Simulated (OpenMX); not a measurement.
# Co under changes of volume

One of the cells (10.688 Å³/atom); the others are scaled copies at fixed shape and fractional positions:

```
Co
1.0
     2.47056    0.00000    0.00000
    -1.23528    2.13957    0.00000
     0.00000    0.00000    8.08823
Co
4
Cartesian
  1.2353 0.7132 6.0662
  0.0000 0.0000 4.0441
  0.0000 1.4264 2.0221
  0.0000 0.0000 0.0000
```

- Program: OpenMX 3.8.5
- Functional: PBE
- Potentials or basis: OpenMX 2013 PBE set, Co6.0H-s2p2d1, fixed grid of 28 × 28 × 108 points
- k mesh: 13 × 13 × 5
- Occupations: fermi-dirac, width 0.05 eV
- Spin: collinear spin, ferromagnetic start
- Starting moments: [2.0, 2.0, 2.0, 2.0] μB

```csv
volume (Å³/atom),energy over the lowest point (meV/atom),moment (μB per cell),largest force (eV/Å)
10.047,76.82,6.36,0.042
10.261,45.08,6.42,0.041
10.475,22.40,6.46,0.039
10.688,7.92,6.48,0.038
10.902,?,?,?
11.116,0.00,6.52,0.035
11.330,5.07,6.53,0.034
```

Q: What does the run at 10.902 Å³/atom give?

A: Energy over the lowest point 0.70 meV/atom; moment 6.50 μB per cell; largest force 0.036 eV/Å.

Worked out: A Birch-Murnaghan fit of order 3 (a polynomial in V^(-2/3)) to the other rows has its minimum at 11.03 Å³/atom with B0 = V·E''(V) = 235 GPa and B' = 4.7 at fixed shape and positions, which overstates the stiffness. It gives 0.70 meV/atom at 10.902 Å³/atom, against the run's 0.70. A parabola through the other rows of the moment, of slope 0.0849 μB per Å³/atom there, gives 6.51 μB, against the run's 6.50.

Energies are extrapolated to zero smearing.

Caveats: the transition metal has a single d function, too few for pressures, volumes and moments; the basis of atomic orbitals isn't converged, which shifts pressures, moduli and gaps.
